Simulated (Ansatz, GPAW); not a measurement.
**One calculation of Ta, 3 ways**

```
Ta
1.0
    -1.65128    1.65128    1.65128
     1.65128   -1.65128    1.65128
     1.65128    1.65128   -1.65128
Ta
1
Direct
  0.00000 0.00000 0.00000
```

Alike in all runs: task single point; functional PBE; k mesh 11 × 11 × 11; occupations gaussian, width 0.012 eV; no spin polarisation; no spin-orbit coupling. Pressure is positive in compression and, in plane waves, holds the error of the finite cutoff, which Ansatz's Pulay term estimates and takes out.

| program and potentials | plane-wave cutoff (eV) | notes | pressure (GPa) |
| --- | --- | --- | --- |
| Ansatz, Ansatz PAW | 420 | - | ? |
| GPAW, GPAW PAW data sets (gpaw-data 1.2.1) | 600 | - | 2.33 |
| Ansatz, all-electron LAPW, scalar-relativistic | - | - | 2.07 |

Question: Estimate from the other rows what the run with Ansatz, Ansatz PAW gave.

Answer: Pressure 2.10 GPa. Its pressure holds a Pulay term of +0.06 GPa. The other rows, which needn't bracket it: pressure 2.07 to 2.33.
